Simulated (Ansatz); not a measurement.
## simple cubic against fcc along group 11 and 12

Computed with DFT, PBE, plane waves (420 eV) with PAW, scalar-relativistic (Ansatz).

Each structure is relaxed within its symmetry, in the lowest magnetic state of the tried starts. Differences under about 8 meV lie within the error of the k-point mesh. Some of these cells lie far above the measured volume under this functional.

| element | E(simple cubic) − E(fcc) (meV/atom) | V(simple cubic) (Å³/atom) | V(fcc) (Å³/atom) | state of simple cubic | state of fcc |
| --- | --- | --- | --- | --- | --- |
| Cu | 471 | 13.94 | 11.95 | spin not included | spin not included |
| Ag | 330 | 20.85 | 17.83 | spin not included | spin not included |
| Au | 198 | 20.75 | 17.95 | spin not included | spin not included |
| Zn | 205 | 18.17 | 15.19 | spin not included | spin not included |
| Cd | 120 | 26.85 | 22.89 | spin not included | spin not included |
| Hg | 3 | 29.63 | 32.01 | spin not included | spin not included |
